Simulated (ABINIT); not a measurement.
The system is ZrB2.

```
Zr B
1.0
     3.17000    0.00000    0.00000
    -1.58500    2.74530    0.00000
     0.00000    0.00000    3.53300
Zr B
1 2
Direct
  0.00000 0.00000 0.00000
  0.66667 0.33333 0.50000
  0.33333 0.66667 0.50000
```

Base run:

```yaml
Program: ABINIT 10.8.3 (patched build)
Functional: RPBE
Potentials_or_basis: JTH PAW PBE v2.0
Cutoff: 544 eV
k_mesh: 10 × 10 × 8
Occupations: fermi-dirac, width 0.05 eV
Spin: no spin polarisation
```

Its results: band gap on the k mesh none (metal or under the smearing width); pressure 4.0 GPa.

After a change of settings the same cell gave: band gap on the k mesh none (metal or under the smearing width); pressure -3.6 GPa. Which change was it?
A. functional from RPBE to WC
B. functional from RPBE to revPBE
C. functional from RPBE to PW91
D. functional from RPBE to r2SCAN

A.

WC binds more tightly than RPBE, so the same cell stands under less pressure.

Caveats: the PAW data sets were made with another functional, which shifts forces and pressure a little.

Runs at the PBE level aren't shown here.
